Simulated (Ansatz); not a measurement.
Input of an Ansatz 0.2.0 run:

File input.yaml:

```yaml
crystal:
  lattice:
    - [0.0, 1.78337, 1.78337]
    - [1.78337, 0.0, 1.78337]
    - [1.78337, 1.78337, 0.0]
  atoms:
    - { symbol: C, position: [0.75, 0.75, 0.75] }
    - { symbol: C, position: [0.5, 0.5, 0.5] }
kpoints:
  mp_grid: { grid: [13, 13, 13] }
scf:
  occupations: { method: gaussian, width: 0.026 }
hamiltonian:
  xc: pbe
  pseudopotentials: { kind: all_electron, lapw: { basis_error: 0.001 } }
output:
  forces: true
  stress: true
  eigenvalues: true
```

Potentials or basis: all-electron LAPW, scalar-relativistic.

Run with:

```sh
$ ansatz run input.yaml --threads 1 --pin off --max-ram 3072MiB --backend cpu --events-out ev --progress --plain --runs-dir out
```

Task: Estimate the pressure.

Result: 1.8 GPa.

Task: Predict the band gap on the k mesh.

Result: 4.15 eV, indirect (least direct gap 5.60 eV).

Caveat: an odd mesh through Γ misses points on the zone boundary, where band edges often lie.
